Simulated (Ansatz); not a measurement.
# Cs: single run (Ansatz)

The command:

```bash
ansatz run input.yaml --threads 1 --pin off --max-ram 2560MiB --backend cpu --events-out ev --progress --plain --runs-dir out
```

input.yaml:

```yaml
crystal:
  lattice:
    - [-2.434336, 2.434336, 2.00825]
    - [2.434336, -2.434336, 2.00825]
    - [2.434336, 2.434336, -2.00825]
  atoms:
    - { symbol: Cs, position: [0.0, 0.0, 0.0] }
  symmetry: { tolerance: 0.0003 }
kpoints:
  mp_grid: { grid: [6, 6, 6], shift: [0, 0, 0] }
magnetization:
  spin_polarized: false
scf:
  occupations: { method: fermi_dirac }
hamiltonian:
  pseudopotentials: { kind: paw }
  xc: revpbe
basis:
  ecutwfc: 500
output:
  forces: true
  stress: true
  eigenvalues: true
```

Origin of the cell: a known structure type with other elements, at an estimated volume, so it need not be a known compound.

The smearing width isn't typed, so it takes its default of 0.1 eV.

Output (shortened):

```
SCF iter   1: F=—  HF=-5676.752588 eV  Δρ=2.36e-3  dr2=4.09e-3
SCF iter   2: F=—  HF=-5676.752975 eV  Δρ=1.26e-3  dr2=1.26e-3
SCF iter   3: F=—  HF=-5676.753345 eV  Δρ=6.14e-4  dr2=3.59e-4
SCF iter   4: F=—  HF=-5676.753483 eV  Δρ=1.17e-4  dr2=7.40e-6
SCF iter   5: F=—  HF=-5676.753489 eV  Δρ=2.66e-5  dr2=6.83e-7
SCF iter   6: F=—  HF=-5676.753488 eV  Δρ=1.32e-5  dr2=1.79e-7
SCF iter   7: F=-5676.753488 eV  HF=-5676.753488 eV  Δρ=2.25e-6  dr2=5.08e-9
SCF 1 converged in 7 iterations: F = -5676.753488 eV  dr2 = 5.08e-9
SCF converged after 7 iterations
Free energy (F): -5676.753488 eV
Harris-Foulkes:  -5676.753488 eV  (|F-HF|=2.04e-9)
Internal energy: -5676.701142 eV  (E = F + TS)
E sigma→0 (E₀):  -5676.727315 eV
Entropy (-TS):   -0.052347 eV (-52.347 meV/atom)
Fermi energy:    8.198434 eV
--- Per-component energies (eV) ---
  E_band       = -38.282241
  E_kinetic    = 144.385051
  E_local      = -212.497447  (includes V_loc(G=0)·N_el)
  E_nonlocal   = 30.347337
  E_hartree    = 73.621463
  E_xc         = -175.135585
  E_vxc        = -127.272129  (∫ρ·V_xc dr)
  E_paw        = -5073.289876  (= ΣΔE_a)
  E_vpaw       = -20.489102  (= ΣTr[D̂ρ^β])
  E_aug_tail   = -0.000000  (compensation charges beyond the density's cutoff)
  E_ewald      = -464.095227
  E_core_change = -0.036857  (= ΣΔE_core)
  E_smearing   = -0.052347  (= −TS)
  Σ components = -5676.753488   (vs F -5676.753488, Δ=0.00e0)
--- Forces (eV/Å), atoms counted from 1 ---
  atom   1  Cs     0.000000    -0.000000     0.000000
  max |Σ_I F_I| component: 0.0 eV/Å
--- Stress (GPa, compression-positive) ---
        6.312606       0.000000       0.000000
        0.000000       6.312606      -0.000000
        0.000000       0.000000       6.362245
  P = ⅓ Tr σ = 6.3292 GPa (63.292 kbar)
```

Caveats: forces of this functional can be a tenth off on datasets made under PBE; no moments, though an odd count or open d shells may carry them; the k mesh is coarse if the cell is a metal.

The run took 1.2 s on 1 thread of Arm Neoverse V2, on a shared host, peak memory 0.29 GiB, from the program's own first density.
